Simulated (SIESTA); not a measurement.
The system is CdS.

```
CELL_PARAMETERS angstrom
4.26117 0.00000 0.00000
-2.13058 3.69028 0.00000
0.00000 0.00000 5.80417
ATOMIC_POSITIONS crystal
Cd 0.00000 0.00000 0.44269
S 0.66667 0.33333 0.43431
```

Measurements of this composition are mostly on another form, of space group No. 186.

Base run:

* Program: SIESTA 5.4.2
* Functional: PBEsol
* Potentials or basis: PseudoDojo 0.4 standard (PBEsol files)
* Basis: DZP (energy shift 0.003 Ry; two zetas on semicore shells)
* Grid cutoff: 800 Ry
* Energy shift: 0.003 Ry
* k mesh: 7 × 7 × 5
* Occupations: fermi-dirac, width 0.05 eV
* Spin: no spin polarisation

Its results: band gap on the k mesh 1.57 eV, indirect (least direct gap 1.68 eV); pressure -1.3 GPa; largest force 0.004 eV/Å.

Question: The run is repeated on the same cell with these changes: functional from PBEsol to LDA; potentials or basis from PseudoDojo 0.4 standard (PBEsol files) to PseudoDojo 0.4 standard (LDA files). What comes out?

Answer: Band gap on the k mesh 1.41 eV, indirect (least direct gap 1.54 eV); pressure -2.4 GPa; largest force 0.007 eV/Å.

Caveats: the basis of atomic orbitals isn't converged, which shifts pressures, moduli and gaps.

A k mesh can miss the band edges.
